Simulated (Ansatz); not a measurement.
**hcp against fcc along the 3d metals**

These are results of DFT, BLYP, plane waves (420 eV) with PAW, scalar-relativistic in Ansatz 0.2.0, not measurements. The PAW files were generated under PBE, with cores re-solved for the functional.

Each structure is relaxed within its symmetry, in the lowest magnetic state of the tried starts. Differences under about 8 meV lie within the error of the k-point mesh.

| element | E(hcp) − E(fcc) (meV/atom) | V(hcp) (Å³/atom) | V(fcc) (Å³/atom) | state of hcp | state of fcc |
| --- | --- | --- | --- | --- | --- |
| Sc | -46 | 25.08 | 25.07 | spin not included | spin not included |
| Ti | ? | ? | ? | ? | ? |
| V | -5 | 14.29 | 14.32 | spin not included | spin not included |
| Co | -14 | 11.34 | 11.41 | ferromagnetic | ferromagnetic |
| Ni | 28 | 11.48 | 11.45 | ferromagnetic | ferromagnetic |
| Cu | 8 | 12.73 | 12.68 | spin not included | spin not included |

(1) Fill in the row of Ti.

## Answers

(1) E(hcp) − E(fcc) (meV/atom): -57; V(hcp) (Å³/atom): 17.80; V(fcc) (Å³/atom): 17.82; state of hcp: non-magnetic; state of fcc: spin not included.
